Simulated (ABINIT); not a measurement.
Runs of ABINIT 10.8.3 (patched build) on Ag. Symmetry: Fm-3m, No. 225, cubic system. The conventional cell has a = 4.085 Å, b = 4.085 Å, c = 4.085 Å, α = 90.00°, β = 90.00°, γ = 90.00°. Ag (site symmetry m-3m) is surrounded by 12 Ag at 2.89 Å. 

| task | level | potentials or basis | k mesh | cutoff (eV) | fine-grid cutoff | most SCF steps | thinning of the exchange mesh (fockdownsampling) | gap on the mesh (eV) | V0 of scaled cells (Å³/atom) | B0 (GPa) |
| --- | --- | --- | --- | --- | --- | --- | --- | --- | --- | --- |
| band structure | SCAN | SG15 NC PBE v1.2 | 11 × 11 × 11 | 844 | - | - | - | none | - | - |
| equation of state | PBE | PseudoDojo NC SR PBE v0.4.1 standard | 11 × 11 × 11 | 1116 | - | - | - | - | 17.79 | 90 |
| equation of state | SCAN | JTH PAW PBE v2.0 | 11 × 11 × 11 | 544 | 1088.46 eV | - | - | - | (a) | 112 |
| single point | HSE03(Libxc) | SPMS NC PBE v1.0 | 8 × 8 × 8 | 599 | - | 60 | 2 × 2 × 2 | none | - | - |

Alike in all rows: no spin polarisation; cell as given; smearing fermi-dirac 0.05 eV.

Q: Estimate the missing entries.

A: (a) 16.99.

Caveats: the potentials were made for another functional, which shifts forces and pressure (some runs); pressures at fixed basis lie under the slope of the energies (some runs); a meta-GGA on norm-conserving files made for a GGA shifts volumes by about 1 % (some runs); the PAW data sets were made with another functional, which shifts forces and pressure a little (some runs); Libxc's HSE differs a little from that of other programs (some runs).

A k mesh can miss the band edges, and the runs leave out spin-orbit coupling on Ag.

A gap of «none» marks a metal or a gap under the smearing width.
